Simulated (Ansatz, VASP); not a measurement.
## Two plane-wave programs on HfN

```xyz
2
Lattice="0.0000 2.4548 2.4548 2.4548 0.0000 2.4548 2.4548 2.4548 0.0000" Properties=species:S:1:pos:R:3 pbc="T T T"
Hf    0.0000    0.0000    0.0000
N     3.6822    3.6822    3.6822
```

The cell comes from a database or a generator and needn't be the stable form of this composition.

Alike in both runs: task single point; functional PBEsol; k mesh 5 × 5 × 5; occupations methfessel-paxton of order 1, width 0.15 eV; no spin polarisation.

```csv
,VASP,Ansatz
version,VASP 6.6.1,Ansatz 0.2.0
potentials or method,"VASP PAW PBE potentials, release 64 (Hf_pv, N)","plane waves, PAW"
plane-wave cutoff (eV),520,490
valence electrons in the cell,15,31
```

```tsv
	VASP	Ansatz	Ansatz less VASP
pressure (GPa)	-5.6	-4.7	+0.92
```

With one functional, cell and mesh, what is left measures potentials, basis and numerics. The two sets of potentials don't hold the same shells in valence.

Caveats: the k mesh is coarse (spacing up to 0.44 Å⁻¹), so the values aren't converged; the PAW data sets were made with another functional, which shifts forces and pressure a little (VASP). Spin-orbit coupling is left out, which matters for the levels of Hf.
